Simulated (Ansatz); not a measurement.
# WC: the cost of one run

Computed with Ansatz 0.2.0 (DFT PBE, scalar-relativistic, plane waves, PAW, unless a step's input says otherwise).

### Step 1. The system as given

The structure is hexagonal, space group P-6m2 (No. 187). The conventional cell has a = 2.901 Å, b = 2.901 Å, c = 2.829 Å, α = 90.00°, β = 90.00°, γ = 120.00°. W (site symmetry -6m2) is surrounded by 6 C at 2.19 Å. C (site symmetry -6m2) is surrounded by 6 W at 2.19 Å.

Coordinates:

```cif
data_structure
_symmetry_space_group_name_H-M 'P-6m2'
_symmetry_Int_Tables_number 187
_cell_length_a 2.9005
_cell_length_b 2.9005
_cell_length_c 2.8290
_cell_angle_alpha 90.000
_cell_angle_beta 90.000
_cell_angle_gamma 120.000
_cell_volume 20.61
loop_
_atom_site_label
_atom_site_type_symbol
_atom_site_symmetry_multiplicity
_atom_site_Wyckoff_symbol
_atom_site_fract_x
_atom_site_fract_y
_atom_site_fract_z
_atom_site_occupancy
W1 W 1 a 0.00000 0.00000 0.00000 1
C1 C 1 f 0.66667 0.33333 0.50000 1
```

The cell is taken as given, not relaxed at this level.

### Step 2. Zero of energy

The reference gives a free energy of -10636.0493 eV, pressure 8.45 GPa, largest force 0.000 eV/Å and gap on the mesh none (metal). It was computed beforehand with the settings of the runs below.

### Step 3. Setting up a strain scan

The cell is strained by ε times the Voigt pattern (0, 0, 0, 0, 1, 0) (xx, yy, zz, yz, xz, xy; engineering shear), with fractional coordinates fixed (clamped ions). The stress on the pattern is the sum of the stress components weighted by it, tension positive.

### Step 4. ε = -0.0600

Input file input.yaml:

```yaml
crystal:
  lattice:
    - [2.900501436, 0.0, -0.0870150431]
    - [-1.450250718, 2.5119079273, 0.0435075215]
    - [-0.08487, 0.0, 2.829]
  atoms:
    - { symbol: W, position: [0.0, 0.0, 0.0] }
    - { symbol: C, position: [0.6666666667, 0.3333333333, 0.5] }
basis:
  ecutwfc: 420
kpoints:
  mp_grid: { grid: [18, 18, 16] }
hamiltonian:
  xc: pbe
scf:
  occupations: { method: gaussian, width: 0.15 }
output:
  forces: true
  stress: true
  eigenvalues: true
```

Started as:

```
> ansatz run input.yaml --threads 1 --pin off --max-ram 2560MiB --backend cpu --events-out ev --progress --plain --runs-dir out
```

**Question.** How long does this run take on 1 thread of Arm Neoverse V1, shared host, and how much memory does it need?

About 35 s, with a peak of 0.71 GiB.
